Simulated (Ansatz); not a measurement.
# ZrSi2 (MoSi2 type): other levels of theory at one geometry

One table from this session's results is given with a row withheld; the runs are named, their logs left out.

Program: Ansatz 0.2.0. Level of theory: DFT at several levels, plane waves, PAW. These are calculated values, not measurements.

1 further run of the same task is left out (it didn't finish). Runs told in other sessions of the task aren't counted.

### The starting structure

It takes space group I4/mmm (No. 139, tetragonal). Conventional cell: a = 3.288 Å, b = 3.288 Å, c = 9.170 Å, α = 90.00°, β = 90.00°, γ = 90.00°. Zr (site symmetry 4/mmm) is surrounded by 10 Si at 2.84 to 2.91 Å. Around Si (site symmetry 4mm) lie 4 Si at 2.57 Å and 5 Zr at 2.84 to 2.91 Å.

As a file:

```cif
data_structure
_symmetry_space_group_name_H-M 'I4/mmm'
_symmetry_Int_Tables_number 139
_cell_length_a 3.2877
_cell_length_b 3.2877
_cell_length_c 9.1704
_cell_angle_alpha 90.000
_cell_angle_beta 90.000
_cell_angle_gamma 90.000
_cell_volume 99.12
loop_
_atom_site_label
_atom_site_type_symbol
_atom_site_symmetry_multiplicity
_atom_site_Wyckoff_symbol
_atom_site_fract_x
_atom_site_fract_y
_atom_site_fract_z
_atom_site_occupancy
Zr1 Zr 2 a 0.00000 0.00000 0.00000 1
Si1 Si 4 e 0.00000 0.00000 0.31004 1
```

An earlier run at PBE left this cell at 16.521 Å³/atom and -0.01 GPa (14×14×14 mesh), no gap.

Levels to run: PBE+SOC; r²SCAN; PBEsol; LDA. Hardware: 2 threads of Arm Neoverse V1, shared host.

Set-up of the first run:

The input, input.yaml:

```yaml
crystal:
  lattice:
    - [-1.6438588907, 1.6438588907, 4.5852081499]
    - [1.6438588907, -1.6438588907, 4.5852081499]
    - [1.6438588907, 1.6438588907, -4.5852081499]
  atoms:
    - { symbol: Zr, position: [0.0, 0.0, 0.0] }
    - { symbol: Si, position: [0.3100427431, 0.3100427431, 0.0] }
    - { symbol: Si, position: [0.6899572569, 0.6899572569, 0.0] }
basis:
  ecutwfc: 420
  ecutrho_ratio: 4
kpoints:
  mp_grid: { grid: [14, 14, 14] }
hamiltonian:
  xc: pbe
scf:
  occupations: { method: gaussian, width: 0.05 }
output:
  forces: true
  stress: true
  eigenvalues: true
  populations: true
  dos: { projected: true, de: 0.02 }
  write_density: true
  write_potential: true
  elf: true
  volumetric_format: npy
magnetization:
  noncollinear: true
  spin_orbit: true
```

Run with:

```bash
$ ansatz run input.yaml --threads 2 --pin off --max-ram 2662MiB --backend cpu --events-out ev --progress --plain --runs-dir out
```

Among the steps run: PBE+SOC; r²SCAN; PBEsol; LDA.

One table of the session follows, with a row left open; its other results are not shown here.

| level | pressure (GPa) |
| --- | --- |
| PBE | 0.0 |
| LDA | -5.9 |
| PBEsol | -3.6 |
| PBE+SOC | 0.0 |
| r²SCAN | ? |

Estimate the missing values for r²SCAN.

**Answer.** pressure (GPa): -1.0. In the column «pressure (GPa)» it lies between PBEsol (-3.6) and PBE (0.0).

The pressure runs from -5.9 GPa (LDA) to 0.0 GPa (PBE); a negative pressure means that level wants a smaller cell, a positive one a larger cell. Total energies of different levels have different zeros and can't be compared.
